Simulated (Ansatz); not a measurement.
System: LiF (rock salt type), 2 atoms in the cell.

Level of theory: PBE, all-electron LAPW, point nucleus in Ansatz.

k-mesh 8×8×8 Γ-centred; Fermi–Dirac smearing of 0.1 eV; no spin polarisation.

```xyz
2
Lattice="0.0000 2.0350 2.0350 2.0350 0.0000 2.0350 2.0350 2.0350 0.0000" Properties=species:S:1:pos:R:3 pbc="T T T"
Li    0.0000    0.0000    0.0000
F     2.0350    2.0350    2.0350
```

Task: Is the cell under compression or tension, and by how much?

Result: The pressure is -0.19 GPa, so at these settings the cell is stretched and would shrink.
